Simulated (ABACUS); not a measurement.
# BN (R3m) in ABACUS: a series of runs, part 2 of 2

ABACUS 3.10.1. The steps go on from the part before.

### Step 4. Single point, PBE

INPUT

```
INPUT_PARAMETERS
suffix              BN
calculation         scf
basis_type          lcao
pseudo_dir          ./
orbital_dir         ./
symmetry            1
dft_functional      pbe
ecutwfc             100
pseudo_rcut         10
nspin               1
nbands              8
ks_solver           genelpa
smearing_method     fd
smearing_sigma      0.00367493
scf_thr             1e-07
scf_nmax            100
mixing_type         broyden
mixing_beta         0.7
cal_force           1
cal_stress          1
out_mul             1
out_chg             1
```

STRU

```
ATOMIC_SPECIES
N 14.0070 N.upf
B 10.8100 B.upf

NUMERICAL_ORBITAL
N_confined-atom_6au_1s1p.orb
B_confined-atom_7au_1s1p.orb

LATTICE_CONSTANT
1.8897261246

LATTICE_VECTORS
1.2511217832 0.7223354983 3.3729344033
-1.2511217832 0.7223354983 3.3729344033
0.0000000000 -1.4446709966 3.3729344033

ATOMIC_POSITIONS
Direct

N
0.0
1
0.6672382000 0.6672382000 0.6672382000 1 1 1

B
0.0
1
0.0003288000 0.0003288000 0.0003288000 1 1 1
```

KPT

```
K_POINTS
0
Gamma
11 11 11 0 0 0
```

Potentials or basis: PseudoDojo NC SR 0.5 PBE stringent, SZ LCAO (the cutoffs set its grid).

Run with:

```bash
OMP_NUM_THREADS=1 mpirun -np 4 abacus > log
```

running log:

```text
ABACUS v3.10.1

               Atomic-orbital Based Ab-initio Computation at UStc

 ------------------------------------------------------------------------------------

 READING GENERAL INFORMATION
                           global_out_dir = OUT.BN/
                           global_in_card = INPUT
                               pseudo_dir = ./
[... 8 lines left out ...]

 READING ATOM TYPE 1
                               atom label = N
                      L=0, number of zeta = 1
                      L=1, number of zeta = 1
             number of atom for this type = 1

 READING ATOM TYPE 2
                               atom label = B
                      L=0, number of zeta = 1
                      L=1, number of zeta = 1
             number of atom for this type = 1

                        TOTAL ATOM NUMBER = 2
DIRECT COORDINATES
    atom                   x                   y                   z     mag                  vx                  vy                  vz
taud_N1            0.6672382000        0.6672382000        0.6672382000  0.0000        0.0000000000        0.0000000000        0.0000000000
taud_B1            0.0003288000        0.0003288000        0.0003288000  0.0000        0.0000000000        0.0000000000        0.0000000000

                          Volume (Bohr^3) = 123.422
                             Volume (A^3) = 18.2893

 Lattice vectors: (Cartesian coordinate: in unit of a_0)
             +1.25112           +0.722335            +3.37293
             -1.25112           +0.722335            +3.37293
                   +0            -1.44467            +3.37293
 Reciprocal vectors: (Cartesian coordinate: in unit of 2 pi/a_0)
            +0.399641           +0.230733          +0.0988259
            -0.399641           +0.230733          +0.0988259
                   +0           -0.461466          +0.0988259
 The esolver type has been set to : ksdft_lcao

                PAO radial cut off (Bohr) = 10

 Read in pseudopotential file is N.upf
                     pseudopotential type = NC
          exchange-correlation functional = PBE
                 nonlocal core correction = 1
                        valence electrons = 5
                                     lmax = 1
                           number of zeta = 2
                     number of projectors = 4
                           L of projector = 0
                           L of projector = 0
                           L of projector = 1
                           L of projector = 1
                PAO radial cut off (Bohr) = 10

 Read in pseudopotential file is B.upf
                     pseudopotential type = NC
          exchange-correlation functional = PBE
                 nonlocal core correction = 1
                        valence electrons = 3
                                     lmax = 1
                           number of zeta = 2
                     number of projectors = 4
                           L of projector = 0
                           L of projector = 0
                           L of projector = 1
                           L of projector = 1
     initial pseudo atomic orbital number = 8

 SETUP THE ELECTRONS NUMBER
             electron number of element N = 5
       total electron number of element N = 5
             electron number of element B = 3
       total electron number of element B = 3
            AUTOSET number of electrons:  = 8
                           occupied bands = 4
                                   NLOCAL = 8
                                   NBANDS = 8
                                   NBANDS = 8
                                   NLOCAL = 8

[... 132 lines left out ...]
       minimum distributed K point number = 146
[... stars of the k points ...]

[... K-POINTS CARTESIAN COORDINATES: 146 rows ...]

[... K-POINTS DIRECT COORDINATES: 146 rows ...]

 SETUP PLANE WAVES FOR WAVE FUNCTIONS
     energy cutoff for wavefunc (unit:Ry) = 100
              fft grid for wave functions = [ 45, 45, 45 ]
                    number of plane waves = 3131
                         number of sticks = 323

 PARALLEL PW FOR WAVE FUNCTIONS
     PROC   COLUMNS(POT)             PW
        1             80            782
        2             81            783
        3             81            783
        4             81            783
 --------------- sum -------------------
        4            323           3131

 SET NONLOCAL PSEUDOPOTENTIAL PROJECTORS
 SET NONLOCAL PSEUDOPOTENTIAL PROJECTORS
 max number of nonlocal projetors among all species is 4

 -------------------------------------------
 SELF-CONSISTENT
 -------------------------------------------

 SETUP SEARCHING RADIUS FOR PROGRAM TO SEARCH ADJACENT ATOMS
                  longest orb rcut (Bohr) = 7
   longest nonlocal projector rcut (Bohr) = 1.38
                     search radius (Bohr) = 16.8
              searching radius is (Bohr)) = 16.8
         searching radius unit is (Bohr)) = 1.89
                         PeriodicBoundary = 1
                        Radius(unit:lat0) = 8.87
                                   glayer = [ 6, 6, 6 ]
                             glayer_minus = [ 5, 5, 5 ]

Find the coordinate range of the input atom(unit:lat0).
                                  min_tau = [ -12.5, -14.4, -50.6 ]
                                  max_tau = [ 12.5, 14.4, 57.3 ]
                                BoxNumber = [ 11, 11, 11 ]

 SETUP EXTENDED REAL SPACE GRID FOR GRID INTEGRATION
                          real space grid = [ 45, 45, 45 ]
                 big cell numbers in grid = [ 15, 15, 15 ]
             meshcell numbers in big cell = [ 3, 3, 3 ]
                        extended fft grid = [ 27, 27, 27 ]
                dimension of extened grid = [ 70, 70, 70 ]
                            UnitCellTotal = 125
              Atom number in sub-FFT-grid = 2
    Local orbitals number in sub-FFT-grid = 8
                                ParaV.nnr = 1464
                                 init_chg = atomic

 LCAO ALGORITHM --------------- ION=   1  ELEC=   1--------------------------------

 Density error is 0.17602808932
----------------------------------------------------------
     Energy           Rydberg                 eV
----------------------------------------------------------
 E_KohnSham     -26.5631230484       -361.4098301332
 E_Harris       -25.2259074412       -343.2160784215
 E_Fermi        0.3290154892         4.4764853830
----------------------------------------------------------
[... 80 lines left out ...]
 Density error is 1.299328272e-08
----------------------------------------------------------
     Energy           Rydberg                 eV
----------------------------------------------------------
 E_KohnSham     -26.6279282448       -362.2915500640
 E_KS(sigma->0) -26.6279282448       -362.2915500640
 E_Harris       -26.6279282432       -362.2915500421
 E_band         -1.9983223288        -27.1885701117
 E_one_elec     -7.8081935497        -106.2359233626
 E_Hartree      7.7140990524         104.9557020487
 E_xc           -8.5130688680        -115.8262440709
 E_Ewald        -18.0207648795       -245.1850846792
 E_entropy(-TS) 0.0000000000         0.0000000000
 E_descf        0.0000000000         0.0000000000
 E_exx          0.0000000000         0.0000000000
 E_Fermi        0.4492780178         6.1127410286
----------------------------------------------------------

 charge density convergence is achieved
 final etot is -362.29155006 eV
 EFERMI = 6.1127410286 eV

 STATE ENERGY(eV) AND OCCUPATIONS    NSPIN == 1
 1/146 kpoint (Cartesian) = 0.0000 0.0000 0.0000 (523 pws)
       1       -13.9552     0.00150263
       2     0.00856635     0.00150263
       3        1.89954     0.00150263
       4        1.89954     0.00150263
       5        13.9941    5.25050e-72
       6        16.6786        0.00000
       7        16.6786        0.00000
       8        16.8508        0.00000
[... 41 lines left out ...]
 6/146 kpoint (Cartesian) = 0.18166 0.10488 0.044921 (507 pws)
       1       -10.8343     0.00901578
       2       -4.99461     0.00901578
       3      -0.857025     0.00901578
       4        3.30848     0.00901578
       5        9.91135    9.13435e-36
       6        16.3244        0.00000
       7        24.0629        0.00000
       8        25.4779        0.00000

[... levels at 140 further k points ...]

 correction force for each atom along direction 1 is -0.0685623
 correction force for each atom along direction 2 is -0.000607666
 correction force for each atom along direction 3 is 1.18380e-07
------------------------------------------------------------------------------------------
 TOTAL-FORCE (eV/Angstrom)
------------------------------------------------------------------------------------------
                        N1         0.0000000000         0.0000000000        -0.0090329122
                        B1         0.0000000000         0.0000000000         0.0090329122
------------------------------------------------------------------------------------------

----------------------------------------------------------------
 TOTAL-STRESS (KBAR)
----------------------------------------------------------------
       386.9337940719        -0.0000000000        -0.0000000000
         0.0000000000       386.9337940928         0.0000000000
         0.0000000000         0.0000000000       -52.0797388932
----------------------------------------------------------------
 TOTAL-PRESSURE: 240.595950 KBAR

 --------------------------------------------
 !FINAL_ETOT_IS -362.2915500640426671 eV
 --------------------------------------------
```

Run time: 3.2 s. Hardware: 4 MPI ranks of Intel Xeon Platinum 8488C (Sapphire Rapids), shared host; peak memory 0.36 GiB.

The run converged, but some of its settings lie outside the range that counts as converged, so its numbers aren't taken as properties of the crystal.

What came out:

* Free energy: -362.2916 eV
* Pressure: 24.1 GPa
* Largest force: 0.009 eV/Å
* Band gap on the k mesh: 4.54 eV, indirect (least direct gap 4.66 eV)
* Mulliken charges: N -0.67; B +0.67 e

Caveat: the atomic orbitals were generated for these runs and aren't a published set; Mulliken charges move with the basis; an odd mesh through Γ misses points on the zone boundary, where band edges often lie; the basis of atomic orbitals isn't converged, which shifts pressures, moduli and gaps.

### Step 5. Single point, OLYP

INPUT

```
INPUT_PARAMETERS
suffix              BN
calculation         scf
basis_type          pw
pseudo_dir          ./
symmetry            1
dft_functional      GGA_X_OPTX+GGA_C_LYP
ecutwfc             84
pseudo_rcut         10
nspin               1
nbands              14
ks_solver           dav
smearing_method     fd
smearing_sigma      0.00367493
scf_thr             1e-08
scf_nmax            100
mixing_type         broyden
mixing_beta         0.7
cal_force           1
cal_stress          1
out_chg             1
out_pot             2
out_elf             1
```

Changes to STRU since step 4:

```diff
@@ -1,8 +1,4 @@
 ATOMIC_SPECIES
-N 14.0070 N.upf
-B 10.8100 B.upf
-
-NUMERICAL_ORBITAL
-N_confined-atom_6au_1s1p.orb
-B_confined-atom_7au_1s1p.orb
+N 14.0070 N_ONCV_PBE-1.2.upf
+B 10.8100 B_ONCV_PBE-1.2.upf
```

KPT

```
K_POINTS
0
Gamma
10 10 10 0 0 0
```

Potentials or basis: SG15 ONCV 1.2 PBE, plane waves.

Run with:

```bash
OMP_NUM_THREADS=1 mpirun -np 4 abacus > log
```

running log:

```text
ABACUS v3.10.1

               Atomic-orbital Based Ab-initio Computation at UStc

 ------------------------------------------------------------------------------------

 READING GENERAL INFORMATION
                           global_out_dir = OUT.BN/
                           global_in_card = INPUT
                               pseudo_dir = ./
                              orbital_dir =
                                    DSIZE = 4
                                    GSIZE = 1
[... 5 lines left out ...]

 READING ATOM TYPE 1
                               atom label = N
                      L=0, number of zeta = 1
                      L=1, number of zeta = 1
[... 431 lines left out ...]
       2       -4.27060     0.00600000
       3       0.496137     0.00600000
       4        4.04314     0.00600000
       5        10.1026    1.65115e-32
       6        14.7925    3.03148e-73
       7        18.5441        0.00000
       8        20.3954        0.00000
       9        25.1204        0.00000
      10        26.5022        0.00000
      11        27.0384        0.00000
      12        29.2454        0.00000
      13        33.7252        0.00000
      14        37.4700        0.00000

[... levels at 110 further k points ...]

------------------------------------------------------------------------------------------
 TOTAL-FORCE (eV/Angstrom)
------------------------------------------------------------------------------------------
                        N1         0.0000000000         0.0000000000        -0.0093737040
                        B1         0.0000000000         0.0000000000         0.0093737040
------------------------------------------------------------------------------------------

----------------------------------------------------------------
 TOTAL-STRESS (KBAR)
----------------------------------------------------------------
       -43.7652288501        -0.0000000000        -0.0000000000
         0.0000000000       -43.7652288525         0.0000000000
        -0.0000000000         0.0000000000        62.1958160379
----------------------------------------------------------------
 TOTAL-PRESSURE: -8.444881 KBAR

 --------------------------------------------
 !FINAL_ETOT_IS -350.4991342960440761 eV
 --------------------------------------------
```

Wall time 17 s (4 MPI ranks of Intel Xeon 6975P-C (Granite Rapids), shared host); peak memory 0.24 GiB.

What came out:

```yaml
Free_energy: -350.4991 eV
Pressure: -0.8 GPa
Largest_force: 0.009 eV/Å
Band_gap_on_the_k_mesh: 4.56 eV, indirect (least direct gap 5.02 eV)
```

Forces in eV/Å, atoms in the order of the input:
```
N    0.000  0.000 -0.009
B    0.000  0.000  0.009
```

Levels at points of the mesh, in eV from the valence-band top:
| k point | band 2 | band 3 | band 4 | band 5 | band 6 | band 7 |
| --- | --- | --- | --- | --- | --- | --- |
| (0.00, 0.00, 0.00) | -4.19 | -1.36 | -1.36 | 6.06 | 11.66 | 11.66 |
| (0.50, 0.00, 0.00) | -8.94 | -4.17 | -0.62 | 5.44 | 10.13 | 13.88 |
| (0.50, 0.50, 0.00) | -8.83 | -4.22 | -1.14 | 4.56 | 10.09 | 14.98 |
| (0.50, 0.50, 0.50) | -5.94 | -1.38 | -1.38 | 10.60 | 11.59 | 11.59 |

Caveat: the potentials were made for another functional, which shifts forces and pressure.

### Step 6. Summary

| task | level | cell | k mesh | cutoff (eV) | max steps of the relaxation | force threshold | optimiser | stress threshold | gap on the mesh (eV) | pressure (GPa) | largest force (eV/Å) |
| --- | --- | --- | --- | --- | --- | --- | --- | --- | --- | --- | --- |
| single point | TM | as given | 8 × 8 × 8 | 1320 | - | - | - | - | 4.35 | 0.4 | 0.02 |
| relaxation of cell and atoms | TM | relaxed | 8 × 8 × 8 | 1320 | 60 | 0.01 eV/Å | cg | 0.5 kbar | 4.19 | 0.0 | - |
| single point | OLYP | as given | 10 × 10 × 10 | 1143 | - | - | - | - | 4.56 | -0.8 | 0.01 |

Alike in all rows: potentials or basis SG15 ONCV 1.2 PBE, plane waves; no spin polarisation; smearing fermi-dirac 0.05 eV.

Caveats: the potentials were made for another functional, which shifts forces and pressure.

Absolute energies hang on the potentials; compare differences alone.
